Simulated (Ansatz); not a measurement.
# TiC: a sublattice displacement scan

The task, for TiC: map the energy as every Ti atom is pushed off its site.

Program: Ansatz 0.2.0. Level of theory: DFT PBE, scalar-relativistic, plane waves, PAW. These are calculated values, not measurements.

## Step 1: The starting structure

It takes space group Fm-3m (No. 225, cubic). The conventional cell has a = 4.328 Å, b = 4.328 Å, c = 4.328 Å, α = 90.00°, β = 90.00°, γ = 90.00°. Ti (site symmetry m-3m) is surrounded by 6 C at 2.16 Å. Around C (site symmetry m-3m) lie 6 Ti at 2.16 Å.

Structure file:

```
CELL_PARAMETERS angstrom
0.00000 2.16400 2.16400
2.16400 0.00000 2.16400
2.16400 2.16400 0.00000
ATOMIC_POSITIONS crystal
Ti 0.00000 0.00000 0.00000
C 0.50000 0.50000 0.50000
```

No relaxation comes first: the listed cell is the starting point.

## Step 2: The reference cell

Reference values: F = -2752.2735 eV; pressure 0.88 GPa; largest force 0.000 eV/Å; gap on the mesh none (metal). It was computed beforehand with the settings of the runs below.

## Step 3: Setting up a sublattice displacement scan

Every Ti atom is moved by x along the Cartesian unit vector (0.000, 0.000, -1.000); the cell and all other atoms stay fixed. Forces below are components along that vector, summed over the moved atoms.

## Step 4: At x = -0.200 Å

input.yaml

```yaml
crystal:
  lattice:
    - [0.0, 2.164, 2.164]
    - [2.164, 0.0, 2.164]
    - [2.164, 2.164, 0.0]
  atoms:
    - { symbol: Ti, position: [0.0462107209, 0.0462107209, -0.0462107209] }
    - { symbol: C, position: [0.5, 0.5, 0.5] }
basis:
  ecutwfc: 420
kpoints:
  mp_grid: { grid: [18, 18, 18] }
hamiltonian:
  xc: pbe
scf:
  occupations: { method: gaussian, width: 0.15 }
output:
  forces: true
  stress: true
  eigenvalues: true
```

Launch:

```sh
$ ansatz run input.yaml --threads 1 --pin off --max-ram 2560MiB --backend cpu --events-out ev --progress --plain --runs-dir out
```

The program printed (excerpt; [...] marks lines left out):

```text
Warning: RAYON_NUM_THREADS=1 ignored (pool sized by the plan → 1); use --threads N
[...]
Pseudopotentials: kind: paw
Pseudopotential: Ti, paw, valence charge 12, recommended cutoff 420 eV (normal), Ti.paw.azcp
Pseudopotential: C, paw, valence charge 4, recommended cutoff 420 eV (normal), C.paw.azcp
Functional definition: PBE
[...]
Crystal: 2 atoms, lattice volume = 20.268 Å³
Basis set: ecut = 420 eV, 411 PW (Γ), exchange–correlation on 48×48×48 points (8 copies of the dense FFT grid, shifted against one another)
Bands: 12, of which v1, the nominal top of the filled ones, is band 8 counted from 1 (7 counted from 0)
Symmetry: 8 space group operations
Space group: I4mm (ITA 107), of the structure as read, at distance tolerance 2.7e-5 Å
k-points: 480 of 5832 (time reversal used)
[...]
SCF iter   1: F=—  HF=-2752.087011 eV  |F-HF|=—  |Δ(HF+E_count)|=         —  Δρ=3.34e-3  dr2=1.45e-3  ethr=1.77e-3  ⟨swp⟩=4.3  Hψ=28558  notcnv=0
[...]
SCF iter   6: F=-2752.086555 eV  HF=-2752.086555 eV  |F-HF|=5.36e-10  |Δ(HF+E_count)|=  9.60e-10  Δρ=2.08e-6  dr2=7.41e-10  ethr=4.41e-11  ⟨swp⟩=2.1  Hψ=19455  notcnv=0
[...]
SCF converged after 6 iterations
Free energy (F): -2752.086555 eV
[...]
E sigma→0 (E₀):  -2752.085803 eV
Entropy (-TS):   -0.001505 eV (-0.752 meV/atom)
Fermi energy:    14.787854 eV
[...]
--- Forces (eV/Å), atoms counted from 1 ---
  atom   1  Ti     0.00000000     0.00000000    -1.97599482
  atom   2  C      0.00000000     0.00000000     1.97601798
[...]
--- Stress (GPa, compression-positive) ---
        1.541808       0.000000       0.000000
        0.000000       1.541808       0.000000
        0.000000      -0.000000      14.239643
  P = ⅓ Tr σ = 5.7744 GPa (57.744 kbar)
--- Band table (eV; the first three rows and the last of 480) ---
  k-point 0: bands = ["-41.7875", "-17.8307", "-17.8307", "-17.8270", "2.3674", "14.6314", "14.6314", "14.8491", "15.4455", "16.4793", "17.3434", "17.3434"]
[...]
```

Run time: 5.5 s. Hardware: 1 thread of Intel Xeon 6975P-C (Granite Rapids), shared host; peak memory 0.46 GiB.

## Step 5: x = 0.150 Å

Edit input.yaml of step 4 so:

```diff
@@ -6,3 +6,3 @@
   atoms:
-    - { symbol: Ti, position: [0.0462107209, 0.0462107209, -0.0462107209] }
+    - { symbol: Ti, position: [-0.0346580407, -0.0346580407, 0.0346580407] }
     - { symbol: C, position: [0.5, 0.5, 0.5] }
@@ -20 +20,5 @@
   eigenvalues: true
+  write_density: true
+  write_potential: true
+  elf: true
+  volumetric_format: npy
```

Launch:

```sh
$ ansatz run input.yaml --threads 1 --pin off --max-ram 2560MiB --backend cpu --events-out ev --progress --plain --runs-dir out
```

The program printed (excerpt; [...] marks lines left out):

```text
Warning: RAYON_NUM_THREADS=1 ignored (pool sized by the plan → 1); use --threads N
[...]
[... 4 set-up lines as earlier in the session ...]
[...]
Crystal: 2 atoms, lattice volume = 20.268 Å³
Basis set: ecut = 420 eV, 411 PW (Γ), exchange–correlation on 48×48×48 points (8 copies of the dense FFT grid, shifted against one another)
Bands: 12, of which v1, the nominal top of the filled ones, is band 8 counted from 1 (7 counted from 0)
[... 2 set-up lines as earlier in the session ...]
k-points: 480 of 5832 (time reversal used)
[...]
SCF iter   1: F=—  HF=-2752.170666 eV  |F-HF|=—  |Δ(HF+E_count)|=         —  Δρ=3.51e-3  dr2=1.70e-3  ethr=1.77e-3  ⟨swp⟩=4.3  Hψ=28544  notcnv=0
[...]
SCF iter   6: F=-2752.170152 eV  HF=-2752.170152 eV  |F-HF|=2.06e-10  |Δ(HF+E_count)|=   2.34e-9  Δρ=1.93e-6  dr2=5.66e-10  ethr=7.96e-11  ⟨swp⟩=4.9  Hψ=28240  notcnv=0
[...]
SCF converged after 6 iterations
Free energy (F): -2752.170152 eV
[...]
E sigma→0 (E₀):  -2752.169097 eV
Entropy (-TS):   -0.002111 eV (-1.055 meV/atom)
Fermi energy:    14.802014 eV
[...]
--- Forces (eV/Å), atoms counted from 1 ---
  atom   1  Ti     0.00000000     0.00000000     1.38813307
  atom   2  C      0.00000000     0.00000000    -1.38815241
[...]
--- Stress (GPa, compression-positive) ---
        1.362364       0.000000       0.000000
        0.000000       1.362364       0.000000
        0.000000       0.000000       8.027913
  P = ⅓ Tr σ = 3.5842 GPa (35.842 kbar)
--- Band table (eV; the first three rows and the last of 480) ---
  k-point 0: bands = ["-41.7964", "-17.8360", "-17.8360", "-17.8308", "2.3480", "14.8939", "14.8939", "15.2138", "15.4385", "16.4709", "17.0246", "17.0246"]
[...]
```

Run time: 7.4 s. Hardware: 1 thread of Intel Xeon 6975P-C (Granite Rapids), shared host; peak memory 0.48 GiB.

The maps below are laid out on this run's own conventional cell (a, b, c = 3.060, 3.060, 4.328 Å).

Density in a lattice plane of the grid's cell (edges 3.06 and 4.33 Å, at 0.000 of the third edge), which holds Ti and C.

Ten even steps from ' ' (0.13 e/Å³) to '@' (9.94 e/Å³):
```
##**==::                  ::==##
==--::                      ::--
....                          ..
                                
                                
                                
                                
......                      ....
......                      ....
........                  ......
........                  ......
......                      ....
..                              
                                
                                
::....                      ....
++==--..                  ..--==
%%%%++::                  ::++%%
@@@@##--..              ..--##@@
@@@@##--..              ..--##@@
```
Columns run along the first of these edges and rows up along the second, over one cell in 16 and 20 even steps from the bottom left corner. Atoms in the plane (fractional): Ti at (0.00, 0.03), C at (0.00, 0.50).

ELF in the same plane.

Ten even steps from '0' (0.01) to '9' (0.80):
```
5676201222102676
8863101222101368
5531001222100135
2211111222111112
5544332222233445
8887653222356788
9999864222468999
6799985323589997
1379986323689973
0169986323689951
1379986323689973
7899985323589998
9999874222478999
6666543222345666
4332222222222233
6542001121100245
7764100121001467
3477300121013774
0157510121015851
0267411121114761
```
Columns run along the first of these edges and rows up along the second, over one cell in 16 and 20 even steps from the bottom left corner. Atoms in the plane (fractional): Ti at (0.00, 0.03), C at (0.00, 0.50).

Both are smooth fields of the valence electrons: close to the nuclei they are not physical.

Maxima of ELF outside the ion cores: 0.81 beside C, off the lines to its neighbours, 0.7 Å from C; 0.81 in the shell around C, 0.7 Å from C; 0.79 on the C–Ti line, 0.8 Å from C.

## Step 6: At x = -0.100 Å

input.yaml

```yaml
crystal:
  lattice:
    - [0.0, 2.164, 2.164]
    - [2.164, 0.0, 2.164]
    - [2.164, 2.164, 0.0]
  atoms:
    - { symbol: Ti, position: [0.0231053604, 0.0231053604, -0.0231053604] }
    - { symbol: C, position: [0.5, 0.5, 0.5] }
basis:
  ecutwfc: 420
kpoints:
  mp_grid: { grid: [18, 18, 18] }
hamiltonian:
  xc: pbe
scf:
  occupations: { method: gaussian, width: 0.15 }
output:
  forces: true
  stress: true
  eigenvalues: true
```

Launch:

```sh
$ ansatz run input.yaml --threads 1 --pin off --max-ram 2560MiB --backend cpu --events-out ev --progress --plain --runs-dir out
```

The program printed (excerpt; [...] marks lines left out):

```text
Warning: RAYON_NUM_THREADS=1 ignored (pool sized by the plan → 1); use --threads N
[...]
[... 4 set-up lines as earlier in the session ...]
[...]
Crystal: 2 atoms, lattice volume = 20.268 Å³
Basis set: ecut = 420 eV, 411 PW (Γ), exchange–correlation on 48×48×48 points (8 copies of the dense FFT grid, shifted against one another)
Bands: 12, of which v1, the nominal top of the filled ones, is band 8 counted from 1 (7 counted from 0)
[... 2 set-up lines as earlier in the session ...]
k-points: 480 of 5832 (time reversal used)
[...]
SCF iter   1: F=—  HF=-2752.227767 eV  |F-HF|=—  |Δ(HF+E_count)|=         —  Δρ=3.66e-3  dr2=1.95e-3  ethr=1.77e-3  ⟨swp⟩=4.3  Hψ=28533  notcnv=0
[...]
SCF iter   6: F=-2752.227208 eV  HF=-2752.227208 eV  |F-HF|=1.98e-10  |Δ(HF+E_count)|=  4.27e-10  Δρ=2.01e-6  dr2=6.16e-10  ethr=7.48e-11  ⟨swp⟩=1.9  Hψ=17749  notcnv=0
[...]
SCF converged after 6 iterations
Free energy (F): -2752.227208 eV
[...]
E sigma→0 (E₀):  -2752.225701 eV
Entropy (-TS):   -0.003014 eV (-1.507 meV/atom)
Fermi energy:    14.777490 eV
[...]
--- Forces (eV/Å), atoms counted from 1 ---
  atom   1  Ti     0.00000000     0.00000000    -0.90937360
  atom   2  C      0.00000000     0.00000000     0.90939559
[...]
--- Stress (GPa, compression-positive) ---
        1.140385       0.000000       0.000000
        0.000000       1.140385       0.000000
        0.000000       0.000000       3.901466
  P = ⅓ Tr σ = 2.0607 GPa (20.607 kbar)
--- Band table (eV; the first three rows and the last of 480) ---
  k-point 0: bands = ["-41.8010", "-17.8372", "-17.8372", "-17.8341", "2.3337", "15.1415", "15.1415", "15.4358", "15.5995", "16.4671", "16.7364", "16.7364"]
[...]
```

It took 5.6 s on 1 thread of Intel Xeon 6975P-C (Granite Rapids), shared host; peak memory 0.49 GiB.

## Step 7: Point x = 0.050 Å

Edit input.yaml of step 6 so:

```diff
@@ -6,3 +6,3 @@
   atoms:
-    - { symbol: Ti, position: [0.0231053604, 0.0231053604, -0.0231053604] }
+    - { symbol: Ti, position: [-0.0115526802, -0.0115526802, 0.0115526802] }
     - { symbol: C, position: [0.5, 0.5, 0.5] }
```

Launch:

```sh
$ ansatz run input.yaml --threads 1 --pin off --max-ram 2560MiB --backend cpu --events-out ev --progress --plain --runs-dir out
```

The program printed (excerpt; [...] marks lines left out):

```text
[...]
SCF converged after 6 iterations
Free energy (F): -2752.261743 eV
[...]
E sigma→0 (E₀):  -2752.260071 eV
Entropy (-TS):   -0.003343 eV (-1.672 meV/atom)
Fermi energy:    14.750375 eV
[...]
--- Forces (eV/Å), atoms counted from 1 ---
  atom   1  Ti     0.00000000     0.00000000     0.46759194
  atom   2  C      0.00000000     0.00000000    -0.46761408
[...]
--- Stress (GPa, compression-positive) ---
        0.943874       0.000000       0.000000
        0.000000       0.943874       0.000000
        0.000000       0.000000       1.627081
  P = ⅓ Tr σ = 1.1716 GPa (11.716 kbar)
--- Band table (eV; the first three rows and the last of 480) ---
  k-point 0: bands = ["-41.8049", "-17.8386", "-17.8386", "-17.8379", "2.3256", "15.3451", "15.3451", "15.4342", "16.0068", "16.4645", "16.5087", "16.5087"]
[...]
```

It took 5.5 s on 1 thread of Intel Xeon 6975P-C (Granite Rapids), shared host; peak memory 0.49 GiB.

## Step 8: At x = 0.175 Å

Edit input.yaml of step 7 so:

```diff
@@ -6,3 +6,3 @@
   atoms:
-    - { symbol: Ti, position: [-0.0115526802, -0.0115526802, 0.0115526802] }
+    - { symbol: Ti, position: [-0.0404343808, -0.0404343808, 0.0404343808] }
     - { symbol: C, position: [0.5, 0.5, 0.5] }
```

Launch:

```sh
$ ansatz run input.yaml --threads 1 --pin off --max-ram 2560MiB --backend cpu --events-out ev --progress --plain --runs-dir out
```

The program printed (excerpt; [...] marks lines left out):

```text
Warning: RAYON_NUM_THREADS=1 ignored (pool sized by the plan → 1); use --threads N
[...]
[... 4 set-up lines as earlier in the session ...]
[...]
Crystal: 2 atoms, lattice volume = 20.268 Å³
Basis set: ecut = 420 eV, 411 PW (Γ), exchange–correlation on 48×48×48 points (8 copies of the dense FFT grid, shifted against one another)
Bands: 12, of which v1, the nominal top of the filled ones, is band 8 counted from 1 (7 counted from 0)
[... 2 set-up lines as earlier in the session ...]
k-points: 480 of 5832 (time reversal used)
[...]
SCF iter   1: F=—  HF=-2752.132509 eV  |F-HF|=—  |Δ(HF+E_count)|=         —  Δρ=3.41e-3  dr2=1.56e-3  ethr=1.77e-3  ⟨swp⟩=4.3  Hψ=28540  notcnv=0
[...]
SCF iter   6: F=-2752.132027 eV  HF=-2752.132027 eV  |F-HF|=3.38e-10  |Δ(HF+E_count)|=   2.41e-9  Δρ=1.99e-6  dr2=6.42e-10  ethr=7.16e-11  ⟨swp⟩=2.1  Hψ=19525  notcnv=0
[...]
SCF converged after 6 iterations
Free energy (F): -2752.132027 eV
[...]
E sigma→0 (E₀):  -2752.131151 eV
Entropy (-TS):   -0.001753 eV (-0.876 meV/atom)
Fermi energy:    14.799116 eV
[...]
--- Forces (eV/Å), atoms counted from 1 ---
  atom   1  Ti     0.00000000     0.00000000     1.66682004
  atom   2  C     -0.00000000     0.00000000    -1.66684237
[...]
--- Stress (GPa, compression-positive) ---
        1.455651       0.000000       0.000000
        0.000000       1.455651       0.000000
        0.000000       0.000000      10.864561
  P = ⅓ Tr σ = 4.5920 GPa (45.920 kbar)
--- Band table (eV; the first three rows and the last of 480) ---
  k-point 0: bands = ["-41.7927", "-17.8341", "-17.8341", "-17.8292", "2.3571", "14.7636", "14.7636", "15.0287", "15.4413", "16.4743", "17.1811", "17.1811"]
[...]
```

It took 5.2 s on 1 thread of Intel Xeon 6975P-C (Granite Rapids), shared host; peak memory 0.49 GiB.

## Step 9: x = 0.125 Å

Edit input.yaml of step 8 so:

```diff
@@ -6,3 +6,3 @@
   atoms:
-    - { symbol: Ti, position: [-0.0404343808, -0.0404343808, 0.0404343808] }
+    - { symbol: Ti, position: [-0.0288817006, -0.0288817006, 0.0288817006] }
     - { symbol: C, position: [0.5, 0.5, 0.5] }
```

Launch:

```sh
$ ansatz run input.yaml --threads 1 --pin off --max-ram 2560MiB --backend cpu --events-out ev --progress --plain --runs-dir out
```

The program printed (excerpt; [...] marks lines left out):

```text
Warning: RAYON_NUM_THREADS=1 ignored (pool sized by the plan → 1); use --threads N
[...]
[... 4 set-up lines as earlier in the session ...]
[...]
Crystal: 2 atoms, lattice volume = 20.268 Å³
Basis set: ecut = 420 eV, 411 PW (Γ), exchange–correlation on 48×48×48 points (8 copies of the dense FFT grid, shifted against one another)
Bands: 12, of which v1, the nominal top of the filled ones, is band 8 counted from 1 (7 counted from 0)
[... 2 set-up lines as earlier in the session ...]
k-points: 480 of 5832 (time reversal used)
[...]
SCF iter   1: F=—  HF=-2752.202208 eV  |F-HF|=—  |Δ(HF+E_count)|=         —  Δρ=3.60e-3  dr2=1.84e-3  ethr=1.77e-3  ⟨swp⟩=4.3  Hψ=28527  notcnv=0
[...]
SCF iter   6: F=-2752.201665 eV  HF=-2752.201665 eV  |F-HF|=1.27e-10  |Δ(HF+E_count)|=   1.22e-9  Δρ=1.94e-6  dr2=5.46e-10  ethr=8.05e-11  ⟨swp⟩=2.0  Hψ=18194  notcnv=0
[...]
SCF converged after 6 iterations
Free energy (F): -2752.201665 eV
[...]
E sigma→0 (E₀):  -2752.200396 eV
Entropy (-TS):   -0.002538 eV (-1.269 meV/atom)
Fermi energy:    14.794776 eV
[...]
--- Forces (eV/Å), atoms counted from 1 ---
  atom   1  Ti     0.00000000     0.00000000     1.13728942
  atom   2  C      0.00000000     0.00000000    -1.13730937
[...]
--- Stress (GPa, compression-positive) ---
        1.256067       0.000000       0.000000
        0.000000       1.256067       0.000000
        0.000000       0.000000       5.712269
  P = ⅓ Tr σ = 2.7415 GPa (27.415 kbar)
--- Band table (eV; the first three rows and the last of 480) ---
  k-point 0: bands = ["-41.7989", "-17.8368", "-17.8368", "-17.8323", "2.3402", "15.0207", "15.0207", "15.4041", "15.4368", "16.4686", "16.8755", "16.8755"]
[...]
```

Wall time 5 s (1 thread of Intel Xeon 6975P-C (Granite Rapids), shared host); peak memory 0.5 GiB.

## Step 10: At x = 0.075 Å

Edit input.yaml of step 9 so:

```diff
@@ -6,3 +6,3 @@
   atoms:
-    - { symbol: Ti, position: [-0.0288817006, -0.0288817006, 0.0288817006] }
+    - { symbol: Ti, position: [-0.0173290203, -0.0173290203, 0.0173290203] }
     - { symbol: C, position: [0.5, 0.5, 0.5] }
```

Launch:

```sh
$ ansatz run input.yaml --threads 1 --pin off --max-ram 2560MiB --backend cpu --events-out ev --progress --plain --runs-dir out
```

The program printed (excerpt; [...] marks lines left out):

```text
[...]
SCF converged after 6 iterations
Free energy (F): -2752.247224 eV
[...]
E sigma→0 (E₀):  -2752.245573 eV
Entropy (-TS):   -0.003303 eV (-1.651 meV/atom)
Fermi energy:    14.761625 eV
[...]
--- Forces (eV/Å), atoms counted from 1 ---
  atom   1  Ti     0.00000000     0.00000000     0.69202209
  atom   2  C      0.00000000     0.00000000    -0.69204545
[...]
--- Stress (GPa, compression-positive) ---
        1.029172       0.000000       0.000000
        0.000000       1.029172       0.000000
        0.000000       0.000000       2.561686
  P = ⅓ Tr σ = 1.5400 GPa (15.400 kbar)
--- Band table (eV; the first three rows and the last of 480) ---
  k-point 0: bands = ["-41.8032", "-17.8379", "-17.8379", "-17.8363", "2.3289", "15.2520", "15.2520", "15.4350", "15.8002", "16.4657", "16.6118", "16.6118"]
[...]
```

It took 5.5 s on 1 thread of Intel Xeon 6975P-C (Granite Rapids), shared host; peak memory 0.49 GiB.

## Step 11: x = 0.025 Å

Edit input.yaml of step 10 so:

```diff
@@ -6,3 +6,3 @@
   atoms:
-    - { symbol: Ti, position: [-0.0173290203, -0.0173290203, 0.0173290203] }
+    - { symbol: Ti, position: [-0.0057763401, -0.0057763401, 0.0057763401] }
     - { symbol: C, position: [0.5, 0.5, 0.5] }
```

Launch:

```sh
$ ansatz run input.yaml --threads 1 --pin off --max-ram 2560MiB --backend cpu --events-out ev --progress --plain --runs-dir out
```

The program printed (excerpt; [...] marks lines left out):

```text
[...]
SCF converged after 6 iterations
Free energy (F): -2752.270529 eV
[...]
E sigma→0 (E₀):  -2752.268835 eV
Entropy (-TS):   -0.003387 eV (-1.694 meV/atom)
Fermi energy:    14.743753 eV
[...]
--- Forces (eV/Å), atoms counted from 1 ---
  atom   1  Ti     0.00000000     0.00000000     0.23456583
  atom   2  C      0.00000000     0.00000000    -0.23458074
[...]
--- Stress (GPa, compression-positive) ---
        0.894234       0.000000       0.000000
        0.000000       0.894234      -0.000000
        0.000000       0.000000       1.065266
  P = ⅓ Tr σ = 0.9512 GPa (9.512 kbar)
--- Band table (eV; the first three rows and the last of 480) ---
  k-point 0: bands = ["-41.8059", "-17.8390", "-17.8390", "-17.8388", "2.3237", "15.4099", "15.4099", "15.4337", "16.2185", "16.4379", "16.4379", "16.4638"]
[...]
```

Wall time 5.3 s (1 thread of Intel Xeon 6975P-C (Granite Rapids), shared host); peak memory 0.5 GiB.

## Step 12: All points together

All points in order; energies are free energies above the reference cell:

```csv
x (Å),ΔE (meV/cell),force on the moved atoms (eV/Å),pressure (GPa)
-0.200,186.9,1.976,5.8
-0.100,46.3,0.909,2.1
0.000,0.0,0.000,0.9
0.025,2.9,-0.235,1.0
0.050,11.7,-0.468,1.2
0.075,26.2,-0.692,1.5
0.125,71.8,-1.137,2.7
0.150,103.3,-1.388,3.6
0.175,141.4,-1.667,4.6
```

Not run, since symmetry makes them alike: 0.200 repeats -0.200, -0.150 repeats 0.150, 0.100 repeats -0.100, -0.050 repeats 0.050. Energy, pressure and gap are the same there.

## Step 13: Results

```
                                                        quantity       value
force constant along x, from the points at -0.100, 0 and 0.025 Å  9.33 eV/Å²
```

Near the site the force constant is 9.33 eV/Å². The undisturbed cell stays the lowest of the sampled points.
